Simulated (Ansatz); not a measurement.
# TaC: the cost of one run

Program: Ansatz 0.2.0. Level of theory: DFT PBEsol, scalar-relativistic, plane waves, PAW. These are calculated values, not measurements.

4 further runs of the same task are left out: 3 that didn't finish, 1 set aside as unsound or not needed.

## Step 1: The starting structure

Symmetry: Fm-3m, No. 225, cubic system. Conventional cell: a = 4.440 Å, b = 4.440 Å, c = 4.440 Å, α = 90.00°, β = 90.00°, γ = 90.00°. Around Ta (site symmetry m-3m) lie 6 C at 2.22 Å. C (site symmetry m-3m) has 6 Ta at 2.22 Å as nearest neighbours.

As a file:

```cif
data_structure
_symmetry_space_group_name_H-M 'Fm-3m'
_symmetry_Int_Tables_number 225
_cell_length_a 4.4396
_cell_length_b 4.4396
_cell_length_c 4.4396
_cell_angle_alpha 90.000
_cell_angle_beta 90.000
_cell_angle_gamma 90.000
_cell_volume 87.51
loop_
_atom_site_label
_atom_site_type_symbol
_atom_site_symmetry_multiplicity
_atom_site_Wyckoff_symbol
_atom_site_fract_x
_atom_site_fract_y
_atom_site_fract_z
_atom_site_occupancy
Ta1 Ta 4 a 0.00000 0.00000 0.00000 1
C1 C 4 b 0.50000 0.00000 0.00000 1
```

It is the result of an earlier relaxation at this level (volume 10.94 Å³/atom; gap on the mesh: none (metal)).

## Step 2: The slab

Planes are indexed in the bulk's conventional cell (Fm-3m (No. 225)), a = 4.440 Å, b = 4.440 Å, c = 4.440 Å, α = 90.00°, β = 90.00°, γ = 90.00°.

A (111) slab, 6.4 Å thick as cut, with 17 Å of vacuum; its outer planes are Ta (top) and C (bottom).

The slab as cut. Its planes from the bottom up:

```
plane  atoms per cell  height over the lowest (Å)
    1               C                        0.00
    2              Ta                        1.28
    3               C                        2.56
    4              Ta                        3.84
    5               C                        5.13
    6              Ta                        6.41
```

## Step 3: Relaxing the clean slab

input.yaml

```yaml
crystal:
  lattice:
    - [3.1393032032, 0.0, 0.0]
    - [-1.5696516016, 2.7187163242, 0.0]
    - [0.0, 0.0, 23.4080758298]
  atoms:
    - { symbol: C, position: [0.3333333333, 0.6666666667, 0.3631225421] }
    - { symbol: Ta, position: [0.6666666667, 0.3333333333, 0.4178735252] }
    - { symbol: C, position: [0.0, 0.0, 0.4726245084] }
    - { symbol: Ta, position: [0.3333333333, 0.6666666667, 0.5273754916] }
    - { symbol: C, position: [0.6666666667, 0.3333333333, 0.5821264748] }
    - { symbol: Ta, position: [0.0, 0.0, 0.6368774579] }
basis:
  ecutwfc: 420
kpoints:
  mp_grid: { grid: [9, 9, 1] }
hamiltonian:
  xc: pbesol
scf:
  occupations: { method: gaussian, width: 0.1 }
output:
  forces: true
  eigenvalues: true
  write_density: true
  write_potential: true
  elf: true
  volumetric_format: npy
relax:
  adjacent_minimum: "off"
  f_tol: 0.03
  max_steps: 70
  constraints: [{ sites: [0, 1, 2] }]
efield:
  axis: 3
  dipole_correction: true
  ramp_width: 0.04
```

Launch:

```
ansatz run input.yaml --threads 1 --pin off --max-ram 2560MiB --backend cpu --events-out ev --progress --plain --runs-dir out
```

What time and memory should one allow on 1 thread of Intel Xeon 6975P-C (Granite Rapids), shared host?

About 19 s, with a peak of 0.48 GiB.
